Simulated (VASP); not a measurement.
# ZnO (zincite) (P6_3mc) in VASP: notebook

Runs on ZnO (zincite). Level: PBEsol. Tasks: relaxation of shape and atoms at fixed volume.

Everything below comes from runs of VASP 6.6.1. Logs are shortened: lines on timing, memory, paths and dates and some standing lists are left out, and cuts for length are marked.

**Experimental background.**

From “Electronic structure of alkaline earth and post-transition metal oxides”, 2009, arxiv:0908.1581, for a bulk crystal of ZnO: band gap 3.37 eV.

The results are compared with them further down.

### Step 1. The crystal as given

Symmetry: P6_3mc, No. 186, hexagonal system. Conventional cell: a = 3.237 Å, b = 3.237 Å, c = 5.224 Å, α = 90.00°, β = 90.00°, γ = 120.00°. Zn (site symmetry 3m) has 4 O at 1.97 to 1.98 Å as nearest neighbours. O (site symmetry 3m) has 4 Zn at 1.97 to 1.98 Å as nearest neighbours.

### Step 2. Relaxation of shape and atoms at fixed volume, PBEsol (a relaxed cell with its volume scaled by 0.96)

Input file INCAR:

```
SYSTEM = ZnO
PREC = Accurate ; ENCUT = 600
EDIFF = 1E-7 ; ISMEAR = 0
SIGMA = 0.03 ; LREAL = .FALSE.
LASPH = .TRUE. ; NELM = 80
ALGO = Fast ; ISIF = 4
LWAVE = .FALSE. ; LCHARG = .FALSE.
GGA = PS ; IBRION = 2
NSW = 40 ; EDIFFG = -0.01
```

Input file KPOINTS:

```
regular mesh
0
G
  9 9 5
  0 0 0
```

Input file POSCAR:

```
ZnO                                     
1.0
    3.1930154370      0.0000000000      0.0000000000
   -1.5965077185      2.7652324831      0.0000000000
    0.0000000000      0.0000000000      5.1532612488
  Zn              O             
     2     2
Direct
     0.3333333332999970    0.6666666667000030    0.4999835655487185
     0.6666666667000030    0.3333333332999970    0.9999835655487185
     0.6666666667000030    0.3333333332999970    0.3790264344512824
     0.3333333332999970    0.6666666667000030    0.8790264344512825
```

Potentials or basis: VASP PAW PBE potentials, release 64 (Zn, O).

Launch:

```
> cat potpaw_PBE.64/Zn/POTCAR potpaw_PBE.64/O/POTCAR > POTCAR
> mpirun -np 1 vasp_std > vasp.out
```

OUTCAR:

```text
SYSTEM = ZnO
   PREC = Accurate
   ENCUT = 600
   EDIFF = 1E-7
   ISMEAR = 0
   LREAL = .FALSE.
   LASPH = .TRUE.
   NELM = 80
   ISIF = 4
   GGA = PS
   IBRION = 2
   NSW = 40
   EDIFFG = -0.01

 ion  position               nearest neighbor table
   1  0.333  0.667  0.500-   3 1.95   3 1.95   3 1.95   4 1.95
   2  0.667  0.333  1.000-   4 1.95   4 1.95   4 1.95   3 1.95
   3  0.667  0.333  0.379-   1 1.95   1 1.95   1 1.95   2 1.95
   4  0.333  0.667  0.879-   2 1.95   2 1.95   2 1.95   1 1.95

  LATTYP: Found a hexagonal cell.
 ALAT       =     3.1930154370
 C/A-ratio  =     1.6139167976

  Lattice vectors:

 A1 = (   3.1930154370,   0.0000000000,   0.0000000000)
 A2 = (  -1.5965077185,   2.7652324831,   0.0000000000)
 A3 = (   0.0000000000,   0.0000000000,   5.1532612488)

Analysis of symmetry for initial positions (statically):
=====================================================================
 Subroutine PRICEL returns:
 Original cell was already a primitive cell.

 Routine SETGRP: Setting up the symmetry group for a
 hexagonal supercell.

 Subroutine GETGRP returns: Found 12 space group operations
 (whereof  6 operations were pure point group operations)
 out of a pool of 24 trial point group operations.

The static configuration has the point symmetry C_3v.
 The point group associated with its full space group is C_6v.

Analysis of symmetry for dynamics (positions and initial velocities):
=====================================================================
 Subroutine PRICEL returns:
 Original cell was already a primitive cell.

 Routine SETGRP: Setting up the symmetry group for a
 hexagonal supercell.

 Subroutine GETGRP returns: Found 12 space group operations
 (whereof  6 operations were pure point group operations)
 out of a pool of 24 trial point group operations.

The dynamic configuration has the point symmetry C_3v.
 The point group associated with its full space group is C_6v.

 Subroutine INISYM returns: Found 12 space group operations
 (whereof  6 operations are pure point group operations),
 and found     1 'primitive' translations

----------------------------------------------------------------------------------------

                                     Primitive cell

  volume of cell :      45.5004

  direct lattice vectors                    reciprocal lattice vectors
     3.193015437  0.000000000  0.000000000     0.313183578  0.180816623  0.000000000
    -1.596507719  2.765232483  0.000000000     0.000000000  0.361633246  0.000000000
     0.000000000  0.000000000  5.153261249     0.000000000  0.000000000  0.194051874

  length of vectors
     3.193015437  3.193015437  5.153261249     0.361633246  0.361633246  0.194051874

  position of ions in fractional coordinates (direct lattice)
     0.333333333  0.666666667  0.499983566
     0.666666667  0.333333333  0.999983566
     0.666666667  0.333333333  0.379026434
     0.333333333  0.666666667  0.879026434

  ion indices of the primitive-cell ions
   primitive index   ion index
                 1           1
                 2           2
                 3           3
                 4           4

----------------------------------------------------------------------------------------

 KPOINTS: regular mesh

Automatic generation of k-mesh.
 Grid dimensions read from file:
 generate k-points for:    9    9    5

 Generating k-lattice:

  Cartesian coordinates                     Fractional coordinates (reciprocal lattice)
     0.034798175  0.020090736  0.000000000     0.111111111 -0.000000000  0.000000000
     0.000000000  0.040181472  0.000000000     0.000000000  0.111111111  0.000000000
     0.000000000  0.000000000  0.038810375     0.000000000  0.000000000  0.200000000

  Length of vectors
     0.040181472  0.040181472  0.038810375

  Shift w.r.t. Gamma in fractional coordinates (k-lattice)
     0.000000000  0.000000000  0.000000000

 Subroutine IBZKPT returns following result:
 ===========================================

 Found     36 irreducible k-points:

 Following reciprocal coordinates:
            Coordinates               Weight
  0.000000  0.000000  0.000000      1.000000
  0.111111 -0.000000  0.000000      6.000000
  0.222222 -0.000000  0.000000      6.000000
  0.333333  0.000000  0.000000      6.000000
  0.444444 -0.000000  0.000000      6.000000
  0.111111  0.111111  0.000000      6.000000
[... 16 lines left out ...]
  0.333333  0.222222  0.200000     24.000000
  0.333333  0.333333  0.200000      4.000000
 [... further k-points ...]
   k-points           NKPTS =     36   k-points in BZ     NKDIM =     36   number of bands    NBANDS=     22
   number of dos      NEDOS =    301   number of ions     NIONS =      4
   total plane-waves  NPLWV =  32928
   dimension x,y,z NGX =    28 NGY =   28 NGZ =   42
   dimension x,y,z NGXF=    56 NGYF=   56 NGZF=   84
   ions per type =               2   2
   NGX,Y,Z   is equivalent  to a cutoff of  14.58, 14.58, 13.55 a.u.
   NGXF,Y,Z  is equivalent  to a cutoff of  29.16, 29.16, 27.10 a.u.
 SYSTEM =  ZnO
   PREC   = accura    normal or accurate (medium, high low for compatibility)
   ISTART =      0    job   : 0-new  1-cont  2-samecut
   ICHARG =      2    charge: 1-file 2-atom 10-const
   ISPIN  =      1    spin polarized calculation?
   LNONCOLLINEAR =      F non collinear calculations
   LSORBIT =      F    spin-orbit coupling
   LASPH  =      T    aspherical Exc in radial PAW
   ENCUT  =  600.0 eV  44.10 Ry    6.64 a.u.   6.38  6.38 10.29*2*pi/ulx,y,z
   NELM   =     80;   NELMIN=  2; NELMDL= -5     # of ELM steps
   EDIFF  = 0.1E-06   stopping-criterion for ELM
   LREAL  =      F    real-space projection
   EDIFFG = -.1E-01   stopping-criterion for IOM
   NSW    =     40    number of steps for IOM
   IBRION =      2    ionic relax: 0-MD 1-quasi-New 2-CG
   NFREE  =      1    steps in history (QN), initial steepest desc. (CG)
   ISIF   =      4    stress and relaxation
   ISYM   =      2    0-nonsym 1-usesym 2-fastsym
   POTIM  = 0.5000    time-step for ionic-motion
   TEBEG  =    0.0;   TEEND  =   0.0 temperature during run
   PSTRESS=    0.0 pullay stress
   NELECT =      36.0000    total number of electrons
   NUPDOWN=      -1.0000    fix difference up-down
   EMIN   =  10.00;   EMAX   =-10.00  energy-range for DOS
   EFERMI =   0.00;   METHOD = LEGACY
   ISMEAR =     0;   SIGMA  =   0.03  broadening in eV -4-tet -1-fermi 0-gaus
   EFERMI_NEDOS =   21; number of points for ismear=-14 and -15
   IALGO  =     68    algorithm
   IMIX   =      4    mixing-type and parameters
     AMIX     =   0.40;   BMIX     =  1.00
     AMIX_MAG =   1.60;   BMIX_MAG =  1.00
  volume/ion in A,a.u.               =      11.38        76.76
  Fermi-wavevector in a.u.,A,eV,Ry     =   1.514156  2.861341 31.193662  2.292669
  Thomas-Fermi vector in A             =   2.623852
   LORBIT       =      0    0 simple, 1 ext, 2 COOP (PROOUT), +10 PAW based schemes
   GGA     = PS    functional components
   LHFCALC =     F    Hartree Fock is set to
   AEXX    =    0.0000 exact exchange contribution
   IVDW    =     0    specifies the selected vdW correction
   LEPSILON=     F    determine dielectric tensor
   LRPA    =     F    only Hartree local field effects (RPA)
 conjugate gradient relaxation of ions
 non-spin polarized calculation
 RMM-DIIS sequential band-by-band and
 Gauss-broadening in eV      SIGMA  =   0.03
  energy-cutoff  :      600.00
  volume of cell :       45.50
 maximum number of plane-waves:      1530
 NGX is ok and might be reduce to    28
   NGX = 13   NGY = 13   NGZ = 21

 number of electron      35.9999996 magnetization

 Free energy of the ion-electron system (eV)
  ---------------------------------------------------
  ext. energy  EPLUGINS =         0.00000000
  ---------------------------------------------------
  free energy    TOTEN  =       -19.37520627 eV

  energy without entropy =      -19.37520627  energy(sigma->0) =      -19.37520627

 E-fermi :   1.6599     XC(G=0): -11.4301

 val. band max:        1.4750287420   @ k =   0.0000   0.0000   0.0000
 cond. band min:       2.2153423115   @ k =   0.0000   0.0000   0.0000
 fundamental gap:      0.7403135694
 Fermi energy:         1.6598805773

 k-point     1 :       0.0000    0.0000    0.0000
  band No.  band energies     occupation
      1     -16.9528      2.00000
      2     -16.1405      2.00000
      3      -4.6204      2.00000
      4      -4.4811      2.00000
      5      -4.4811      2.00000
      6      -4.4318      2.00000
[... 14 lines left out ...]
     21       9.6912      0.00000
     22      14.4809      0.00000

 k-point     2 :       0.1111   -0.0000    0.0000
  band No.  band energies     occupation
      1     -16.8770      2.00000
      2     -16.1066      2.00000
      3      -4.5915      2.00000
      4      -4.4921      2.00000
      5      -4.4391      2.00000
      6      -4.3886      2.00000
[... 14 lines left out ...]
     21       9.6722      0.00000
     22      13.2426      0.00000

 k-point     3 :       0.2222   -0.0000    0.0000
  band No.  band energies     occupation
      1     -16.6744      2.00000
      2     -16.0254      2.00000
      3      -4.7700      2.00000
      4      -4.4058      2.00000
      5      -4.3407      2.00000
      6      -4.2650      2.00000
[... 14 lines left out ...]
     21       9.5934      0.00000
     22      11.5063      0.00000

 k-point     4 :       0.3333    0.0000    0.0000
  band No.  band energies     occupation
      1     -16.4160      2.00000
      2     -15.9494      2.00000
      3      -4.8824      2.00000
      4      -4.4873      2.00000
      5      -4.2509      2.00000
      6      -4.0723      2.00000
[... 14 lines left out ...]
     21       9.3669      0.00000
     22      10.3773      0.00000

 k-point     5 :       0.4444   -0.0000    0.0000
  band No.  band energies     occupation
      1     -16.2119      2.00000
      2     -15.9278      2.00000
      3      -4.8309      2.00000
      4      -4.6109      2.00000
      5      -4.2092      2.00000
      6      -3.8967      2.00000
[... 14 lines left out ...]
     21       8.9752      0.00000
     22      10.2200      0.00000

 k-point     6 :       0.1111    0.1111    0.0000
  band No.  band energies     occupation
      1     -16.7377      2.00000
      2     -16.0491      2.00000
      3      -4.6784      2.00000
      4      -4.4900      2.00000
      5      -4.3257      2.00000
      6      -4.3038      2.00000
[... 14 lines left out ...]
     21       9.6390      0.00000
     22      12.0349      0.00000

 k-point     7 :       0.2222    0.1111    0.0000
  band No.  band energies     occupation
      1     -16.5059      2.00000
      2     -15.9709      2.00000
      3      -4.7913      2.00000
      4      -4.4783      2.00000
      5      -4.2878      2.00000
      6      -4.1592      2.00000
[... 324 lines left out ...]
      6      -4.0327      2.00000
[... 14 lines left out ...]
     21       9.7925      0.00000
     22      10.3115      0.00000

 k-point    21 :       0.4444    0.1111    0.2000
  band No.  band energies     occupation
      1     -16.1259      2.00000
      2     -15.9478      2.00000
      3      -4.8032      2.00000
      4      -4.6820      2.00000
      5      -4.2058      2.00000
      6      -3.9440      2.00000
[... 14 lines left out ...]
     21       9.3491      0.00000
     22      10.3466      0.00000

 k-point    22 :       0.2222    0.2222    0.2000
  band No.  band energies     occupation
      1     -16.2536      2.00000
      2     -15.9590      2.00000
      3      -4.7362      2.00000
      4      -4.6283      2.00000
      5      -4.1814      2.00000
      6      -4.1660      2.00000
[... 14 lines left out ...]
     21      10.2941      0.00000
     22      10.3190      0.00000

 k-point    23 :       0.3333    0.2222    0.2000
  band No.  band energies     occupation
      1     -16.0915      2.00000
      2     -15.9466      2.00000
      3      -4.6379      2.00000
      4      -4.4792      2.00000
      5      -4.2478      2.00000
      6      -4.0370      2.00000
[... 14 lines left out ...]
     21       9.6388      0.00000
     22      10.2904      0.00000

 k-point    24 :       0.3333    0.3333    0.2000
  band No.  band energies     occupation
      1     -15.9894      2.00000
      2     -15.9894      2.00000
      3      -4.5207      2.00000
      4      -4.3083      2.00000
      5      -4.3083      2.00000
      6      -3.9815      2.00000
[... 14 lines left out ...]
     21       9.4244      0.00000
     22       9.5573      0.00000

 [... further k-points ...]

------------------------ aborting loop because EDIFF is reached ----------------------------------------

  FORCE on cell =-STRESS in cart. coord.  units (eV):
  Direction    XX          YY          ZZ          XY          YZ          ZX
  --------------------------------------------------------------------------------------
  -------------------------------------------------------------------------------------
  Total        1.8226729      1.8226729      1.8173743      0.0000000      0.0000000      0.0000000
  in kB       64.1807061     64.1807061     63.9941302      0.0000000      0.0000000      0.0000000
  external PRESSURE =      64.1185141 kB  Pullay stress =       0.0000000 kB

 VOLUME and BASIS-vectors are now :
 -----------------------------------------------------------------------------
  energy-cutoff  :      600.00
  volume of cell :       45.50
      direct lattice vectors                 reciprocal lattice vectors
     3.193015437  0.000000000  0.000000000     0.313183578  0.180816623  0.000000000
    -1.596507719  2.765232483  0.000000000     0.000000000  0.361633246  0.000000000
     0.000000000  0.000000000  5.153261249     0.000000000  0.000000000  0.194051874

 POSITION                                       TOTAL-FORCE (eV/Angst)
 -----------------------------------------------------------------------------------
     -0.00000      1.84349      2.57655        -0.000000      0.000000      0.004735
      1.59651      0.92174      5.15318         0.000000     -0.000000      0.004735
      1.59651      0.92174      1.95322        -0.000000     -0.000000     -0.004735
     -0.00000      1.84349      4.52985         0.000000      0.000000     -0.004735
 -----------------------------------------------------------------------------------
    total drift:                               -0.000000     -0.000000     -0.000742

  FREE ENERGIE OF THE ION-ELECTRON SYSTEM (eV)
  ---------------------------------------------------
  free  energy   TOTEN  =       -19.3752062695 eV

  energy  without entropy=      -19.3752062695  energy(sigma->0) =      -19.37520627

 reached required accuracy - stopping structural energy minimisation
```

Run time: 26 s. Hardware: 1 thread of Intel Xeon 6975P-C (Granite Rapids), shared host; peak memory 0.19 GiB.

Results:

| Quantity | Value |
| --- | --- |
| Free energy | -19.3752 eV |
| Pressure after relaxing | 6.4 GPa |
| Largest force after relaxing | 0.005 eV/Å |
| Band gap on the k mesh | 0.74 eV, direct |

Forces on the atoms (eV/Å):
```
Zn   0.000  0.000  0.005
Zn   0.000  0.000  0.005
O    0.000  0.000 -0.005
O    0.000  0.000 -0.005
```

Final structure:
```yaml
crystal:
  lattice:
    - [3.19302, 0.00000, 0.00000]
    - [-1.59651, 2.76523, 0.00000]
    - [0.00000, 0.00000, 5.15326]
  atoms:
    - { symbol: Zn, position: [0.33333, 0.66667, 0.49998] }
    - { symbol: Zn, position: [0.66667, 0.33333, 0.99998] }
    - { symbol: O, position: [0.66667, 0.33333, 0.37903] }
    - { symbol: O, position: [0.33333, 0.66667, 0.87903] }
```

Caveat: the relaxation stopped at its first step, so nothing moved; the PAW data sets were made with another functional, which shifts forces and pressure a little.

[end of part 1 of 3]
